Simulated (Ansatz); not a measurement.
TePt:

```
CELL_PARAMETERS angstrom
4.26288 0.00000 0.00000
-2.13144 3.69176 0.00000
0.00000 0.00000 5.66177
ATOMIC_POSITIONS crystal
Pt 0.00000 0.00000 0.00000
Pt 0.00000 0.00000 0.50000
Te 0.33333 0.66667 0.25000
Te 0.66667 0.33333 0.75000
```

Measurements of this composition are mostly on another form, of space group No. 166.

```yaml
Program: Ansatz 0.2.0
Task: relaxation of cell and atoms
Functional: PBEsol
Potentials_or_basis: all-electron LAPW, scalar-relativistic
Basis_error_allowed: 0.002 eV/atom
k_mesh: 7 × 7 × 5
Occupations: fermi-dirac, width 0.05 eV
Spin: no spin polarisation
```

At the start: volume 22.28 Å³/atom.

Question: Where does the relaxation end?

Answer: Over 5 steps the energy falls by 14.9 meV/atom and the volume is 21.42 Å³/atom (-3.9 %); space group P6_3/mmc (No. 194, to 0.05 Å).

The path:
```
step  energy change (eV)  largest force (eV/Å)  volume (Å³)
   1              0.0000                0.0000        89.10
   2             -0.0582                0.0000        86.15
   3             -0.0597                0.0000        85.68
   4             -0.0597                0.0000        85.67
   5             -0.0597                0.0000        85.67
```

Final structure:
```xyz
4
Lattice="4.2265 0.0000 0.0000 -2.1133 3.6603 0.0000 0.0000 0.0000 5.5378" Properties=species:S:1:pos:R:3 pbc="T T T"
Pt    0.0000    0.0000    0.0000
Pt    0.0000    0.0000    2.7689
Te    0.0000    2.4402    1.3845
Te    2.1133    1.2201    4.1534
```
